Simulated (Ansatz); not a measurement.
# Ni(111) / 3 layers Cu(111) / Ni(111): resistance against film thickness, part 2 of 3

Wanted: interface resistance and thickness dependence for Ni(111) / 3 layers Cu(111) / Ni(111).

Ansatz 0.2.0; Ansatz plane-wave DFT, PBEsol, PAW files, collinear spin; ballistic transport by layer matching (Landauer), zero bias.

So far. Step 2 (With 3 layers): Transmission over k1 and k2. At 0.0080 eV from the Fermi level, spin down.

## 2. With 3 layers (continued)

Spin density in the ca plane at fractional y = 0.074, with atoms of Ni and Cu within 0.2 Å of it.

Values in units of 1e-1 e/Å³, 5 rows by 16 columns, each cell a mean:
```
 1.0  1.4 -0.1 -0.1  0.2  0.8  0.0  0.1  0.0  0.0  0.0  0.0  0.0  0.0  0.0 -0.1
 0.0  0.0  0.0  0.0  1.0  2.6  0.0  0.0  0.0  0.0  0.0  0.0  0.0  0.0  0.0  0.0
 0.0  0.0 -0.1  0.0  0.3  1.0  0.1  0.3  0.0  0.0  0.0  0.0  0.0  0.0  0.0  0.2
 0.9  1.6 -0.1 -0.1  0.0  0.0  0.7  2.0  0.0  0.0  0.0  0.0  0.0  0.0  0.0  0.1
 3.4  6.6 -0.1 -0.1 -0.1  0.0  0.5  1.4  0.0  0.0  0.0  0.0  0.0  0.0  0.0  0.0
```
Columns run along c (16.0 Å, from fractional 0.01 to 0.71 of the cell), rows up along a (2.5 Å). Atoms in or near the plane, at fractional coordinates: Ni at (0.04, 0.01), Cu at (0.50, 0.83).

ELF of down spins in the ca plane at fractional y = 0.074, with atoms of Ni and Cu within 0.2 Å of it. It is the smooth field of the valence electrons, not physical close to the nuclei.

Ten even steps from '0' (0.17) to '9' (0.78), each cell a mean:
```
01331022111100000100001110110037300111111122
10000011011102210110111100110049400111011111
11001100001003420121111100110025200000001100
12111100001002210100001110110000000000001000
10000111111100001001100100001000000001000000
10121022111100011013200100001100110001001000
01452022111111121024300100001000000000001000
02662022111100001012100100010001000000001111
```
Columns run along c (16.0 Å, from fractional 0.01 to 0.71 of the cell), rows up along a (2.5 Å). Atoms in or near the plane, at fractional coordinates: Ni at (0.04, 0.01), Cu at (0.50, 0.83).

ELF in the ca plane at fractional y = 0.074, with atoms of Ni and Cu within 0.2 Å of it. It is the smooth field of the valence electrons, not physical close to the nuclei.

Values, 5 rows by 16 columns, each cell a mean:
```
0.24 0.27 0.25 0.24 0.22 0.23 0.21 0.19 0.23 0.24 0.21 0.52 0.22 0.25 0.24 0.28
0.22 0.21 0.21 0.21 0.25 0.32 0.25 0.23 0.23 0.24 0.21 0.42 0.21 0.19 0.22 0.21
0.23 0.21 0.22 0.22 0.22 0.24 0.21 0.20 0.23 0.21 0.21 0.19 0.20 0.20 0.20 0.19
0.24 0.27 0.26 0.25 0.22 0.23 0.25 0.31 0.21 0.18 0.22 0.21 0.21 0.22 0.20 0.18
0.31 0.40 0.26 0.24 0.23 0.23 0.24 0.28 0.22 0.20 0.20 0.20 0.20 0.18 0.21 0.22
```
Columns run along c (16.0 Å, from fractional 0.01 to 0.71 of the cell), rows up along a (2.5 Å). Atoms in or near the plane, at fractional coordinates: Ni at (0.04, 0.01), Cu at (0.50, 0.83).

The lead's potential steps by 1.1 meV from period to period, small in itself. The program estimates the junction's conductance to 2.3 % from the k-mesh, 0.1 % from the leads' distance from neutral and 1.8 % from their steps.

By hand: 1/G − 1/G_lead = 1/0.8112 − 1/1.734 = 0.656 fΩ m² with G in 10¹⁵ S/m²; the program, which takes the two spins apart, gives 0.217.

## 3. With 5 layers, k-mesh 17×17×1, film layers 5

The stack now holds 5 film layers; the k-mesh follows the cell, and the energies span -0.27 to 0.27 eV.

System of this step: Ni(111) / 5 layers Cu(111) / Ni(111). The cell holds 13 atoms: 8 Ni and 5 Cu. Its edges and angles: a = 2.492 Å, b = 2.492 Å, c = 27.296 Å, α = 92.6°, β = 87.4°, γ = 120.0°. It derives from Ni and Cu. Regions: lead, 8 atoms (8 Ni); films, 5 atoms (5 Cu). The structure is stacked along c, and the current runs across the ab planes.

Input file input.yaml:

```yaml
crystal:
  lattice:
    - [2.4918442969, 0.0, 0.0]
    - [-1.2459221485, 2.1580004634, 0.0]
    - [1.2459221485, -0.7193334878, 27.2578149066]
  atoms:
    - { symbol: Ni, position: [0.987559639, 0.012440361, 0.0373210831], spin: 1.0 }
    - { symbol: Ni, position: [0.2960122503, 0.7039877497, 0.1119632492], spin: 1.0 }
    - { symbol: Ni, position: [0.6044648616, 0.3955351384, 0.1866054153], spin: 1.0 }
    - { symbol: Ni, position: [0.9129174728, 0.0870825272, 0.2612475815], spin: 1.0 }
    - { symbol: Cu, position: [0.2203816895, 0.7796183105, 0.3388549316] }
    - { symbol: Cu, position: [0.5268575114, 0.4731424886, 0.4194274658] }
    - { symbol: Cu, position: [0.8333333333, 0.1666666667, 0.5] }
    - { symbol: Cu, position: [0.1398091553, 0.8601908447, 0.5805725342] }
    - { symbol: Cu, position: [0.4462849772, 0.5537150228, 0.6611450684] }
    - { symbol: Ni, position: [0.7537491938, 0.2462508062, 0.7387524185], spin: 1.0 }
    - { symbol: Ni, position: [0.0622018051, 0.9377981949, 0.8133945847], spin: 1.0 }
    - { symbol: Ni, position: [0.3706544164, 0.6293455836, 0.8880367508], spin: 1.0 }
    - { symbol: Ni, position: [0.6791070277, 0.3208929723, 0.9626789169], spin: 1.0 }
magnetization:
  spin_polarized: true
kpoints:
  mp_grid: { grid: [17, 17, 1] }
hamiltonian:
  xc: pbesol
scf:
  occupations: { method: fermi_dirac, width: 0.1 }
output:
  transmission:
    leads: [[0, 1]]
    kmesh: [34, 34]
    e_range: [-0.27, 0.27]
    de: 0.036
  write_potential: true
  write_density: true
  volumetric_format: npy
```

On the command line:

```
$ ansatz run input.yaml --threads 4 --pin off --max-ram 8192MiB --backend cpu --events-out ev --progress --plain --runs-dir out
```

Numbers of over 12 decimals in the logs are rounded to 6 here.

The log of the run:

```text
[...]
Crystal: 13 atoms, lattice volume = 146.576 Å³
Basis set: ecut = 420 eV, 2773 PW (Γ)
Bands: 149, of which v1, the nominal top of the filled ones, is band 120 counted from 1 (119 counted from 0)
Symmetry: 4 space group operations
k-points: 81 of 289
[...]
Starting moments: Σ|m| = 8 μB on 8 of 13 sites
[...]
points     : 307, standing for a mesh of 34 x 34
[...]
filled         : 16.9 meV under the level at which it is neutral
    channels       : 6.288927e-1 up, 1.807958e0 down
[...]
slowest decay  : 0.0050 /Å at (-0.4412, 0.1471)
  junction   : crystal 0 to crystal 0, 0.69 to 25.91 Å
    transmission   : 5.543585e-1 up, 5.509249e-1 down
[...]
resistance     : 2.6460e-4 Ω µm² beyond half of each lead's own
[key lines of the parts left out:]
SCF converged after 35 iterations
Magnetization: 4.7216 μB (121.8608 up, 117.1392 down)
Free energy (F): -79383.548224 eV
Fermi energy:    17.313764 eV
```

Run time: 7.4 min. Hardware: 4 threads of Intel Xeon Platinum 8259CL at 2.50GHz (Skylake/Cascade Lake), shared host; peak memory 2.6 GiB; 28 min of CPU time.

This step gave:

| Quantity | Value |
| --- | --- |
| free energy | -79383.5482 eV |
| energy at zero smearing | -79383.3007 eV |
| Fermi energy | 17.31 eV |
| magnetization | 4.722 μB |
| absolute magnetization | 5.384 μB |
| conductance of the junction | 7.95e14 S/m² |
| junction conductance per cell | 0.5521 G₀ |
| estimated errors of the junction's conductance | 0.8, 1, 1.9, 0.9, 0.5 % (energy step, band edges, k-mesh, leads' steps, distance from neutral) |
| area resistance that the stack adds (contact term taken off, spin by spin) | 0.2646 fΩ m² |

Per spin. Table of transmission, zone mean by energy, zero at the Fermi level:

| energy (eV) | T up | T down |
| --- | --- | --- |
| -0.270 | 0.492 | 0.486 |
| -0.234 | 0.496 | 0.500 |
| -0.198 | 0.498 | 0.516 |
| -0.162 | 0.507 | 0.497 |
| -0.126 | 0.520 | 0.543 |
| -0.090 | 0.517 | 0.544 |
| -0.054 | 0.546 | 0.533 |
| -0.018 | 0.553 | 0.559 |
| 0.018 | 0.554 | 0.551 |
| 0.054 | 0.557 | 0.585 |
| 0.090 | 0.558 | 0.537 |
| 0.126 | 0.563 | 0.516 |
| 0.162 | 0.576 | 0.473 |
| 0.198 | 0.575 | 0.504 |
| 0.234 | 0.586 | 0.458 |
| 0.270 | 0.602 | 0.445 |

The conductance of the junction is 8.0e14 S/m², 1.9 % under the 8.1e14 S/m² of the last finished run, within the error estimates, leads' steps apart, of 2.3 and 1.9 %.

## 4. With 6 layers, k-mesh 17×17×1, film layers 6

The stack now holds 6 film layers; the k-mesh follows the cell, and the energies span -0.27 to 0.27 eV.

System of this step: Ni(111) / 6 layers Cu(111) / Ni(111). The cell holds 14 atoms: 8 Ni and 6 Cu. Its edges and angles: a = 2.492 Å, b = 2.492 Å, c = 29.489 Å, α = 87.6°, β = 92.4°, γ = 120.0°. It derives from Ni and Cu. Regions: lead, 8 atoms (8 Ni); films, 6 atoms (6 Cu). The structure is stacked along c, and the current runs across the ab planes.

input.yaml, the sections that differ from step 3:

```yaml
crystal:
  lattice:
    - [2.4918442969, 0.0, 0.0]
    - [-1.2459221485, 2.1580004634, 0.0]
    - [-1.2459221485, 0.7193334878, 29.4540461301]
  atoms:
    - { symbol: Ni, position: [0.0115127496, 0.9884872504, 0.0345382488], spin: 1.0 }
    - { symbol: Ni, position: [0.3678715822, 0.6321284178, 0.1036147465], spin: 1.0 }
    - { symbol: Ni, position: [0.7242304147, 0.2757695853, 0.1726912442], spin: 1.0 }
    - { symbol: Ni, position: [0.0805892473, 0.9194107527, 0.2417677418], spin: 1.0 }
    - { symbol: Cu, position: [0.4378627752, 0.5621372248, 0.3135883255] }
    - { symbol: Cu, position: [0.7960509984, 0.2039490016, 0.3881529953] }
    - { symbol: Cu, position: [0.1542392217, 0.8457607783, 0.4627176651] }
    - { symbol: Cu, position: [0.512427445, 0.487572555, 0.5372823349] }
    - { symbol: Cu, position: [0.8706156682, 0.1293843318, 0.6118470047] }
    - { symbol: Cu, position: [0.2288038915, 0.7711961085, 0.6864116745] }
    - { symbol: Ni, position: [0.5860774194, 0.4139225806, 0.7582322582], spin: 1.0 }
    - { symbol: Ni, position: [0.9424362519, 0.0575637481, 0.8273087558], spin: 1.0 }
    - { symbol: Ni, position: [0.2987950845, 0.7012049155, 0.8963852535], spin: 1.0 }
    - { symbol: Ni, position: [0.6551539171, 0.3448460829, 0.9654617512], spin: 1.0 }
# magnetization, kpoints, hamiltonian, scf, output: as in step 3
```

The log of the run:

```text
[...]
Crystal: 14 atoms, lattice volume = 158.386 Å³
Basis set: ecut = 420 eV, 2997 PW (Γ)
Bands: 160, of which v1, the nominal top of the filled ones, is band 129 counted from 1 (128 counted from 0)
Symmetry: 4 space group operations
k-points: 81 of 289
[...]
Starting moments: Σ|m| = 8 μB on 8 of 14 sites
[...]
points     : 307, standing for a mesh of 34 x 34
[...]
filled         : 17.1 meV under the level at which it is neutral
    channels       : 6.358131e-1 up, 1.807958e0 down
[...]
slowest decay  : 0.0801 /Å at (-0.0294, 0.0294)
  junction   : crystal 0 to crystal 0, 0.69 to 28.11 Å
    transmission   : 5.474563e-1 up, 5.893326e-1 down
[...]
resistance     : 2.9015e-4 Ω µm² beyond half of each lead's own
[key lines of the parts left out:]
SCF converged after 30 iterations
Magnetization: 4.7237 μB (131.3619 up, 126.6381 down)
Free energy (F): -85972.293669 eV
Fermi energy:    17.259728 eV
```

It took 7.3 min on 4 threads; peak memory 3 GiB; 27 min of CPU time.

Numbers from this step:

| Item | Value |
| --- | --- |
| free energy | -85972.2937 eV |
| energy at zero smearing | -85972.0419 eV |
| Fermi energy | 17.26 eV |
| magnetization | 4.724 μB |
| absolute magnetization | 5.390 μB |
| conductance of the junction | 8.03e14 S/m² |
| junction conductance per cell | 0.5574 G₀ |
| estimated errors of the junction's conductance | 0.2, 0.8, 2.7, 1, 0.1 % (energy step, band edges, k-mesh, leads' steps, distance from neutral) |
| area resistance that the stack adds (contact term taken off, spin by spin) | 0.2901 fΩ m² |

Per spin. Table of transmission, zone mean by energy, zero at the Fermi level:

| energy (eV) | T up | T down |
| --- | --- | --- |
| -0.270 | 0.489 | 0.460 |
| -0.234 | 0.495 | 0.479 |
| -0.198 | 0.502 | 0.500 |
| -0.162 | 0.519 | 0.536 |
| -0.126 | 0.532 | 0.529 |
| -0.090 | 0.513 | 0.568 |
| -0.054 | 0.531 | 0.570 |
| -0.018 | 0.541 | 0.574 |
| 0.018 | 0.547 | 0.589 |
| 0.054 | 0.552 | 0.552 |
| 0.090 | 0.557 | 0.519 |
| 0.126 | 0.565 | 0.482 |
| 0.162 | 0.577 | 0.461 |
| 0.198 | 0.595 | 0.459 |
| 0.234 | 0.581 | 0.429 |
| 0.270 | 0.589 | 0.451 |

The conductance of the junction is 8.0e14 S/m², 0.96 % over the 8.0e14 S/m² of the last finished run, within the error estimates, leads' steps apart, of 1.9 and 2.7 %.

## 5. With 8 layers, k-mesh 17×17×1, film layers 8

The stack now holds 8 film layers; the k-mesh follows the cell, and the energies span -0.27 to 0.27 eV.

System of this step: Ni(111) / 8 layers Cu(111) / Ni(111). The cell holds 16 atoms: 8 Ni and 8 Cu. Its edges and angles: a = 2.492 Å, b = 2.492 Å, c = 33.877 Å, α = 92.1°, β = 87.9°, γ = 120.0°. It derives from Ni and Cu. Regions: lead, 8 atoms (8 Ni); films, 8 atoms (8 Cu). The structure is stacked along c, and the current runs across the ab planes.

Input file input.yaml:

```yaml
crystal:
  lattice:
    - [2.4918442969, 0.0, 0.0]
    - [-1.2459221485, 2.1580004634, 0.0]
    - [1.2459221485, -0.7193334878, 33.8465085771]
  atoms:
    - { symbol: Ni, position: [0.9899813283, 0.0100186717, 0.0300560151], spin: 1.0 }
    - { symbol: Ni, position: [0.3032773182, 0.6967226818, 0.0901680454], spin: 1.0 }
    - { symbol: Ni, position: [0.6165733081, 0.3834266919, 0.1502800757], spin: 1.0 }
    - { symbol: Ni, position: [0.929869298, 0.070130702, 0.210392106], spin: 1.0 }
    - { symbol: Cu, position: [0.242369298, 0.757630702, 0.272892106] }
    - { symbol: Cu, position: [0.5540733081, 0.4459266919, 0.3377800757] }
    - { symbol: Cu, position: [0.8657773182, 0.1342226818, 0.4026680454] }
    - { symbol: Cu, position: [0.1774813283, 0.8225186717, 0.4675560151] }
    - { symbol: Cu, position: [0.4891853384, 0.5108146616, 0.5324439849] }
    - { symbol: Cu, position: [0.8008893485, 0.1991106515, 0.5973319546] }
    - { symbol: Cu, position: [0.1125933586, 0.8874066414, 0.6622199243] }
    - { symbol: Cu, position: [0.4242973687, 0.5757026313, 0.727107894] }
    - { symbol: Ni, position: [0.7367973687, 0.2632026313, 0.789607894], spin: 1.0 }
    - { symbol: Ni, position: [0.0500933586, 0.9499066414, 0.8497199243], spin: 1.0 }
    - { symbol: Ni, position: [0.3633893485, 0.6366106515, 0.9098319546], spin: 1.0 }
    - { symbol: Ni, position: [0.6766853384, 0.3233146616, 0.9699439849], spin: 1.0 }
magnetization:
  spin_polarized: true
kpoints:
  mp_grid: { grid: [17, 17, 1] }
hamiltonian:
  xc: pbesol
scf:
  occupations: { method: fermi_dirac, width: 0.1 }
output:
  transmission:
    leads: [[0, 1]]
    kmesh: [34, 34]
    e_range: [-0.27, 0.27]
    de: 0.036
  write_potential: true
  write_density: true
  volumetric_format: npy
```

The log of the run:

```text
[...]
Crystal: 16 atoms, lattice volume = 182.006 Å³
Basis set: ecut = 420 eV, 3437 PW (Γ)
Bands: 183, of which v1, the nominal top of the filled ones, is band 148 counted from 1 (147 counted from 0)
Symmetry: 4 space group operations
k-points: 81 of 289
[...]
Starting moments: Σ|m| = 8 μB on 8 of 16 sites
[...]
points     : 307, standing for a mesh of 34 x 34
[...]
filled         : 16.9 meV under the level at which it is neutral
    channels       : 6.254325e-1 up, 1.807958e0 down
[...]
slowest decay  : 0.0048 /Å at (-0.4412, 0.2941)
  junction   : crystal 0 to crystal 0, 0.69 to 32.50 Å
    transmission   : 5.464572e-1 up, 5.614277e-1 down
[...]
resistance     : 2.9877e-4 Ω µm² beyond half of each lead's own
[key lines of the parts left out:]
SCF converged after 26 iterations
Magnetization: 4.7094 μB (150.3547 up, 145.6453 down)
Free energy (F): -99149.783773 eV
Fermi energy:    17.174212 eV
```

Run time: 7.9 min. Hardware: 4 threads; peak memory 3.8 GiB; 30 min of CPU time.

Numbers from this step:

* free energy: -99149.7838 eV
* energy at zero smearing: -99149.5231 eV
* Fermi energy: 17.17 eV
* magnetization: 4.709 μB
* absolute magnetization: 5.379 μB
* step of the lead's potential: 1.2 meV
* conductance of the junction: 7.91e14 S/m²
* junction conductance per cell: 0.5491 G₀
* estimated errors of the junction's conductance: 0.5, 1, 3.1, 1.1, 0.2 % (energy step, band edges, k-mesh, leads' steps, distance from neutral)
* area resistance that the stack adds (contact term taken off, spin by spin): 0.2988 fΩ m²

(Continued in part 3 of 3.)

[Logs are printed without paths, hosts, clocks, repeated set-up lines and the standing remarks that a program may print on its own settings, such as how far it seeks lower states.]

[Hosts, paths, dates, database ids (printed as entryN), source tags and the programs' standing remarks are cut or masked in the printed files.]
